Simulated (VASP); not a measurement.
## Pr: single point with PBE

The system is Pr.

```xyz
1
Lattice="-2.1250 2.1250 2.1250 2.1250 -2.1250 2.1250 2.1250 2.1250 -2.1250" Properties=species:S:1:pos:R:3 pbc="T T T"
Pr    0.0000    0.0000    0.0000
```

This isn't the form of Pr at room conditions, which is double hcp.

| Item | Value |
| --- | --- |
| Program | VASP 6.6.1 |
| Task | single point |
| Functional | PBE |
| Potentials or basis | VASP PAW PBE potentials, release 64 (Pr) |
| Cutoff | 520 eV |
| k mesh | 8 × 8 × 8 |
| Occupations | fermi-dirac, width 0.1 eV |
| Spin | collinear spin, typed start |
| Starting moments | [2.6] μB |

The pressure is -3.4 GPa, the band gap on the k mesh is none (metal or under the smearing width) and the net moment is 2.93 μB per cell. The site moments are Pr +2.30 μB and the valence electrons inside the program's atomic spheres are Pr 9.99.

Levels at points of the mesh, in eV from the Fermi level:
Spin up:
```tsv
k point	band 6	band 7	band 8	band 9	band 10	band 11
(0.00, 0.00, 0.00)	-0.12	-0.12	-0.12	0.27	0.27	0.27
(0.50, 0.00, 0.00)	-0.13	-0.10	-0.02	0.01	0.19	0.21
(0.50, 0.50, 0.50)	-1.68	-0.12	0.05	0.05	0.05	0.29
```
Spin down:
```csv
k point,band 2,band 3,band 4,band 5,band 6,band 7,band 8,band 9
"(0.00, 0.00, 0.00)",-16.73,-16.73,-16.73,-3.08,1.45,1.45,1.45,1.84
"(0.50, 0.00, 0.00)",-17.70,-17.03,-16.74,-1.19,0.63,1.43,1.46,1.68
"(0.50, 0.50, 0.50)",-17.39,-17.39,-17.39,-1.09,-1.09,1.55,1.55,1.55
```

Wall time 52 s on 1 thread of Intel(R) Xeon(R) 6975P-C (Granite Rapids), with other jobs on the host, peak memory 0.19 GiB.

Caveat: the magnetic or orbital state may not be the lowest; spin-orbit coupling is left out, which moves the levels of the heavy elements. The state reached can hang on the start; a lower one may exist.
